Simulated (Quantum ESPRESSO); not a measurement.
The system is Zn.

```
Zn
1.0
     2.67000    0.00000    0.00000
    -1.33500    2.31229    0.00000
     0.00000    0.00000    4.96600
Zn
2
Direct
  0.66667 0.33333 0.75000
  0.33333 0.66667 0.25000
```

| Property | Result |
| --- | --- |
| Program | Quantum ESPRESSO 7.5 |
| Task | phonons and electron-phonon coupling |
| Functional | PBEsol |
| Potentials or basis | GBRV 1.5 PBEsol |
| Cutoff | 762 eV |
| Density cutoff | 6095 eV |
| k mesh | 6 × 6 × 4 |
| Occupations | methfessel-paxton, width 0.272 eV |
| Spin | no spin polarisation |
| Mixing beta | 0.5 |
| Most SCF iterations | 120 |
| SCF threshold | 4e-10 Ry |
| q mesh | 3 × 3 × 2 |

The cell and the atoms were relaxed first, to 14.95 Å³/atom (a = 2.531 Å, b = 2.531 Å, c = 5.392 Å, α = 90.00°, β = 90.00°, γ = 120.00°), and the response was taken there.

Task: Is this structure dynamically stable at this level, and how far does the spectrum reach?

Result: No: the interpolated spectrum has imaginary modes, down to 52i cm⁻¹ near H. The highest frequency is 259 cm⁻¹.

Phonon frequencies at the corners of the path (cm⁻¹, interpolated; i marks imaginary ones):
```
point              frequencies
    Γ          0 0 0 52 52 121
    M  31i 18i 142 144 251 252
    K  34i 34i 212 212 213 213
    A        40 40 40 40 96 96
    L  36i 36i 143 143 259 259
    H  52i 52i 218 218 219 219
```

Phonon states per cell in windows of 20 cm⁻¹ (negative: imaginary):
| from (cm⁻¹) | total |
| --- | --- |
| -60 | 0.14 |
| -40 | 0.69 |
| -20 | 0.23 |
| 0 | 0.19 |
| 20 | 0.19 |
| 40 | 0.27 |
| 60 | 0.32 |
| 80 | 0.33 |
| 100 | 0.33 |
| 120 | 0.47 |
| 140 | 0.66 |
| 160 | 0.43 |
| 180 | 0.31 |
| 200 | 0.31 |
| 220 | 0.75 |
| 240 | 0.39 |

Caveat: the k mesh is coarse (spacing up to 0.45 Å⁻¹), so the values aren't converged; the mesh is thin for the phonons of a metal; some modes are imaginary; the interpolated spectrum has imaginary branches, which spoil the λ, ω_log and α²F that the log prints; λ from interpolated matrix elements is rough: modes that symmetry makes equal can differ by tens of percent.
